The atomization energy is the energy needed to take a molecule apart into free atoms. Each entry below is the computed atomization energy less the measured one, in kJ/mol; the measured value comes from heats of formation, with tabulated zero-point and thermal terms taken out. A negative entry means that the method binds the molecule too weakly. The molecules are F2 and nine compounds of fluorine, held at fixed MP2 geometries, and every method uses the same small basis.

Atomization energies of F2 and nine fluorine compounds, all neutral singlets, computed with Ansatz 0.2.0 using coupled cluster, CISD, RPA and the r2SCAN functional in the cc-pVDZ basis. Geometries are fixed at MP2(full)/6-31G*. Noble-gas cores are frozen in the correlated methods, and relativity is neglected.

```
                          system  RCCSD: computed less measured (kJ/mol)  RCCSDT(Q): computed less measured (kJ/mol)  r2SCAN: computed less measured (kJ/mol)  RPA-PBE: computed less measured (kJ/mol)  CISD: computed less measured (kJ/mol)  measured atomization energy (kJ/mol)
   FH (multiplicity 1, charge 0)                                   -64.8                                       -61.2                                    -43.2                                    -102.6                                  -73.9                                   590
   F2 (multiplicity 1, charge 0)                                   -68.4                                       -44.6                                      0.3                                     -84.4                                 -121.8                                   161
  BF3 (multiplicity 1, charge 0)                                  -192.2                                      -170.2                                    -28.1                                    -337.3                                 -337.7                                  1967
  F3N (multiplicity 1, charge 0)                                  -216.5                                      -167.7                                     18.2                                    -260.2                                 -432.2                                   856
  CF4 (multiplicity 1, charge 0)                                  -213.8                                      -177.7                                     17.3                                    -378.8                                 -477.2                                  1992
CH2F2 (multiplicity 1, charge 0)                                  -174.6                                      -153.8                                    -22.8                                    -268.5                                 -285.2                                  1826
 CHF3 (multiplicity 1, charge 0)                                  -197.5                                      -169.0                                     -5.7                                    -327.4                                 -377.5                                  1915
C2F3N (multiplicity 1, charge 0)                                  -321.1                                      -254.0                                    -15.5                                    -450.1                                 -714.1                                  2676
 C2F4 (multiplicity 1, charge 0)                                  -283.9                                      -229.6                                     28.9                                    -462.3                                 -661.4                                  2443
C2H3F (multiplicity 1, charge 0)                                  -210.3                                      -180.1                                    -22.6                                    -296.7                                 -330.6                                  2393
```

## Compare methods before comparing with experiment

CISD has the largest misses in most rows, but the miss alone doesn't say what is wrong with it. For CF4 it is −477 kJ/mol, and CCSD in the same basis already misses by −214. The difference of 263 kJ/mol is what CISD loses against CCSD, and this shortfall is the number to watch.

The comparison is clean because the two methods are so alike. Both excite one or two electrons at a time out of a single determinant, into the same empty orbitals, and neither has true triple excitations. What CCSD has in addition are products of these excitations: while one pair of electrons is excited here, another may be excited there. CISD stops at two excited electrons in the whole molecule.

In hydrogen fluoride (row FH) that seems harmless, with a shortfall of 9 kJ/mol. In CF3CN (row C2F3N) it is 393 kJ/mol, although the molecule has only about four times as many valence electrons, 34 against 8. A fault that grows so much faster than the molecule isn't a fixed error in each bond.

## The sign to look for: steps that grow

The series CH2F2, CHF3, CF4 shows this most plainly, because each step does the same thing: it replaces a C–H bond by a C–F bond. If the fault of CISD were local, both steps should cost about the same. The shortfall grows by 69 kJ/mol in the first step and by 83 in the second. The second replacement costs more than the first, as expected if the fault depends on how much molecule is already there.

The step from CCSD to CCSDT(Q), which adds triple excitations and an estimate of quadruple ones, serves as a control. It grows by 7.7 and then by 7.6 kJ/mol along the same series. That correction behaves as a sum of local contributions, so the substitution itself doesn't force the steps to grow.

## Why CISD loses more in a larger molecule

Take two groups of electrons so far apart that they don't feel each other. Each group lowers its energy by mixing in double excitations. The correct wave function of the whole is a product, and it contains terms in which both groups are excited at once. These are quadruple excitations. CISD leaves them out, so whenever one group is excited, the other has to stay uncorrelated. The energy of the whole is then higher than the sum of the two separate energies. This is what is meant by saying that CISD is not size-consistent.

The size of the loss follows from counting. Each part of the molecule, when excited, blocks the correlation of all other parts, so to leading order the loss has a term proportional to n², with n the number of valence electrons, and a term proportional to n. The free atoms suffer the same loss, each on its own small scale. If every electron counts alike, the linear terms cancel in the atomization energy, because molecule and atoms have equally many electrons. What remains is proportional to n² less the sum of the squares for the atoms, and half of that is the number of pairs of electrons that sit on different atoms.

CH2F2 shows how this works. Carbon brings 4 valence electrons, each fluorine 7 and each hydrogen 1, together 20. The number of pairs on different atoms is (400 − 16 − 49 − 49 − 1 − 1)/2 = 142. One constant, fitted to the shortfalls of all ten molecules, this one included, is 0.74 kJ/mol per pair. The estimate is therefore about 106 kJ/mol, and the calculation gives 111.

The same count explains the growing steps. Replacing hydrogen by fluorine adds 6 electrons, and each of them forms a pair with every electron on the other atoms. There are 19 such electrons in the step from CH2F2 to CHF3 and 25 in the step to CF4, which makes 114 and then 150 new pairs. For a related molecule the rule is simple: the more electrons the rest of the molecule holds, the more a new fluorine costs CISD.

## How far the count can be trusted

The one-constant model describes the ten shortfalls with a typical error of 24 kJ/mol; a constant error per bond, also with one fitted number, gives 76. The analysis printed after this text lists both fits. The good fit supports the explanation without proving it, and the count is too coarse to correct a CISD energy.

Its first weakness is that it exaggerates the growth along the series from CH2F2 to CF4. For the two steps to CHF3 and CF4 it predicts 85 and 112 kJ/mol, well above the computed 69 and 83. Theory offers a likely reason: the n² law is only the beginning of the loss. As a molecule grows, the loss in CISD approaches the whole correlation energy, which itself grows only in proportion to size, so the steep early rise has to flatten. CF3CN doesn't fit this picture: it is one of the largest molecules here, yet the count gives too little, 354 kJ/mol against the computed 393, the worst miss of the ten.

Its second weakness is that it treats all electrons alike. NF3 (row F3N) and CHF3 both have 26 valence electrons and nearly the same number of pairs on different atoms, yet NF3 loses 36 kJ/mol more. The coupled-cluster runs also find a larger leading double excitation in NF3, with an amplitude of 0.058 against 0.033. Stronger excitations block more correlation, which fits the mechanism, though one pair of molecules doesn't settle it.

## Why 90 percent is not good enough

A look at total energies shows how easily the fault is overlooked. In BF3, CISD recovers 90% of the correlation energy that CCSD finds, which sounds respectable. The remaining tenth is 170 kJ/mol. The free atoms have a similar fault, but it cancels only 24 kJ/mol of this, because each atom is small. The other 146 kJ/mol go straight into the atomization energy.

In the hydrogen fluoride molecule the cure can be seen at work. Once triple and quadruple excitations are added to the configuration interaction, its total energy lies within 0.5 kJ/mol of coupled cluster with the same excitations. The excitations that CISD leaves out are thus the source of its error there, although this test doesn't separate quadruples from triples. In larger molecules the remedy wears off, since products of still higher order are then cut away.

## The fault that better excitations don't cure

Replacing CISD by CCSD removes one failure and uncovers another. CCSDT(Q) still binds every molecule too weakly, by 45 kJ/mol in F2 and by 254 in CF3CN. For closed-shell molecules like these, this level normally comes close to the exact answer within the basis. The clearest doubtful case is F2, where the restricted starting determinant is unstable. An unrestricted start, though itself contaminated by higher spin states, changes its CCSDT(Q) energy by less than 1 kJ/mol. No such cross-check is at hand for the other molecules, not even for CF3CN, which has the largest miss. The bulk of what remains is still expected to come from the small basis, though only a larger basis could show it. A small basis describes the close approach of two electrons poorly, and it has few functions that let the electron clouds change shape when bonds form. Both faults weigh more in the molecule than in the atoms.

Against this background a small miss can mislead. r2SCAN stays between −43 and +29 kJ/mol and agrees with experiment for F2 to 0.3. A functional has its own error besides that of the basis, and the two can cancel. The agreement for F2 is also closer than the neglected spin–orbit energy of the two fluorine atoms, roughly 3 kJ/mol, so it can't be read as accuracy.

## What to do in practice

- **Don't use plain CISD where the number or size of the fragments changes.** Atomization and bond breaking are the worst cases. CCSD avoids this particular fault, but when it starts from a restricted determinant it can still fail badly for bonds stretched far towards breaking.
- **Don't judge a method by the smallest molecule.** In hydrogen fluoride CISD comes 29 kJ/mol closer to experiment than RPA; in CF3CN it is 264 kJ/mol further away.
- **Test for size-consistency directly.** Compute two copies of a closed-shell molecule far apart. The energy has to be twice that of one copy, and with CISD it will lie higher.
- **Enlarge the basis before trusting the last excitations.** Going from CCSD to CCSDT(Q) removes between 6% and 35% of the CCSD miss in these molecules.

Several of these gases serve in chip making: CF4, CHF3, CH2F2 and NF3 for plasma etching or chamber cleaning, BF3 as a source of boron for doping. Models of such plasmas need the energies at which the molecules break into fragments. An error that depends on the size of the molecule can distort the order of these energies, and no single correction per bond will repair it.

Numerical output:

```
fit of short on 10 rows: coefficient of cross 0.7436 +/- 0.027; rms 23.9, worst C2F3N (multiplicity 1, charge 0) -39, leave-one-out rms 28.9
fit of short on 10 rows: coefficient of bonds 48.15 +/- 5.8; rms 76.1, worst C2H3F (multiplicity 1, charge 0) 169, leave-one-out rms 90.8
CISD shortfall against CCSD (kJ/mol) and its model:
                               row  shortfall  valence_electrons  per_electron  cross_pairs  pair_model  model_less_value  CCSDTQ_less_CCSD  percent_of_CCSD_miss_removed
     FH (multiplicity 1, charge 0)        9.1                  8         1.138            7       5.206            -3.894               3.6                         5.556
     F2 (multiplicity 1, charge 0)       53.4                 14         3.814           49       36.44            -16.96              23.8                          34.8
    BF3 (multiplicity 1, charge 0)      145.5                 24         6.062          210       156.2             10.67                22                         11.45
    F3N (multiplicity 1, charge 0)      215.7                 26         8.296          252       187.4             -28.3              48.8                         22.54
    CF4 (multiplicity 1, charge 0)      263.4                 32         8.231          406       301.9             38.52              36.1                         16.88
  CH2F2 (multiplicity 1, charge 0)      110.6                 20          5.53          142       105.6            -5.002              20.8                         11.91
   CHF3 (multiplicity 1, charge 0)        180                 26         6.923          256       190.4             10.37              28.5                         14.43
  C2F3N (multiplicity 1, charge 0)        393                 34         11.56          476         354            -39.03              67.1                          20.9
   C2F4 (multiplicity 1, charge 0)      377.5                 36         10.49          534       397.1             19.61              54.3                         19.13
  C2H3F (multiplicity 1, charge 0)      120.3                 18         6.683          120       89.24            -31.06              30.2                         14.36
growth of CISD shortfall from CH2F2 to CHF3 and from CHF3 to CF4 (kJ/mol): 69.4, 83.4
the same two steps in the pair model (kJ/mol): 84.78, 111.5
the same two steps in CCSDT(Q) less CCSD (kJ/mol): 7.7, 7.6
shortfall of NF3 less that of CHF3 at equal electron count (kJ/mol): 35.7
CISD less RPA miss in HF and in CF3CN (kJ/mol): 28.7, -264
CCSDT(Q) miss in percent of measured energy, F2 and CF4: -27.7, -8.921
lowest and highest r2SCAN miss (kJ/mol): -43.2, 28.9
CISD correlation energy in percent of CCSD, BF3 and CH2F2: 89.95, 90.8
CISD total energy above CCSD, BF3 and CH2F2 (kJ/mol): 169.9, 128
part of it cancelled by the free atoms, BF3 and CH2F2 (kJ/mol): 24.44, 17.35
HF molecule, lowering from CISD to CISDTQ (kJ/mol): 23.05
HF molecule, CISDTQ above CCSDTQ (kJ/mol): 0.4921
```
